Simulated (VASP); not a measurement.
# CdTe in VASP: one cell, several levels of theory

What does VASP give for CdTe (zincblende), under +1.0 % equal strain in all directions, the cell held fixed? Runs: PBE, r2SCAN. The results are then set beside those of Ansatz 0.2.0 for the same cell.

Code: VASP 6.6.1. PAW datasets, plane waves. No spin polarisation and no zero-point or thermal motion.

### 1 Starting point

The cell comes from an earlier relaxation with r2SCAN in another program.

It is cubic, F-43m (No. 216); conventional cell a = 6.626 Å, 36.36 Å³ an atom. Cd has 4 Te at 2.87 Å; Te has 4 Cd at 2.87 Å.

Structure file:

```xyz
2
Lattice="0.0000 3.3128 3.3128 3.3128 0.0000 3.3128 3.3128 3.3128 0.0000" Properties=species:S:1:pos:R:3 pbc="T T T"
Cd    0.0000    0.0000    0.0000
Te    1.6564    1.6564    1.6564
```

### 2 PBE

Contents of INCAR:

```
ENCUT = 520.000000
SIGMA = 0.020000
EDIFF = 1.00e-07
GGA = PE
PREC = Accurate
IBRION = -1
ISIF = 2
ISMEAR = -1
NBANDS = 16
NELM = 120
NSW = 0
LASPH = .TRUE.
LCHARG = .TRUE.
LELF = .TRUE.
LWAVE = .FALSE.
LREAL = .FALSE.
```

Contents of KPOINTS:

```
KPOINTS created by Atomic Simulation Environment
0
Gamma
6 6 6
0 0 0
```

Contents of KPOINTS_OPT:

```
special points
6
Reciprocal
0.0000000000 0.0000000000 0.0000000000 1
-0.5000000000 -0.5000000000 0.0000000000 1
-0.3750000000 -0.3750000000 0.2500000000 1
-0.3750000000 0.0000000000 0.3750000000 1
0.0000000000 0.0000000000 0.5000000000 1
-0.5000000000 -0.2500000000 0.2500000000 1
```

Contents of POSCAR:

```
Cd Te
 1.0000000000000000
     0.0000000000000000    3.3127546673000001    3.3127546673000001
     3.3127546673000001    0.0000000000000000    3.3127546673000001
     3.3127546673000001    3.3127546673000001    0.0000000000000000
 Cd  Te
   1   1
Cartesian
  0.0000000000000000  0.0000000000000000  0.0000000000000000
  1.6563773336500001  1.6563773336500001  1.6563773336500001
```

Potentials: the recommended PBE PAW datasets, 18 valence electrons in the neutral cell.

Run with:

```sh
$ mpirun -np 1 vasp_std
```

### 3 r2SCAN at this geometry

Contents of INCAR:

```
ENCUT = 520.000000
SIGMA = 0.010000
EDIFF = 1.00e-07
ALGO = Normal
METAGGA = R2SCAN
PREC = Accurate
IBRION = -1
ISIF = 2
ISMEAR = 0
NBANDS = 16
NELM = 120
NSW = 0
LASPH = .TRUE.
LCHARG = .FALSE.
LWAVE = .FALSE.
LREAL = .FALSE.
```

KPOINTS is that of step 2.

KPOINTS_OPT is that of step 2.

POSCAR is that of step 2.

What does the calculation give? Wanted: for each run, gap; pressure; Ansatz: gap; Ansatz: pressure.

**Answer**, as computed:

```
 level  gap (eV)  pressure (GPa)  Ansatz: gap (eV)  Ansatz: pressure (GPa)
   PBE      0.57            0.00              0.57                   -0.10
r2SCAN      1.06           -1.06              1.07                   -1.15
```

**Reading.** The gap spans 0.57 eV (PBE) to 1.06 eV (r2SCAN). Spin-orbit coupling is left out, though the cell holds Te (Z = 52); in an element this heavy it can shift bands and gaps by tenths of an eV. At this one volume the pressure spans -1.1 GPa (r2SCAN) to 0.0 GPa (PBE): PBE wants the largest cell and r2SCAN the smallest. The two programs agree on the gap within 0.02 eV, far less than the spread between functionals. The two codes have different PAW datasets and cutoffs. VASP's cell holds 18 valence electrons and Ansatz's 36.
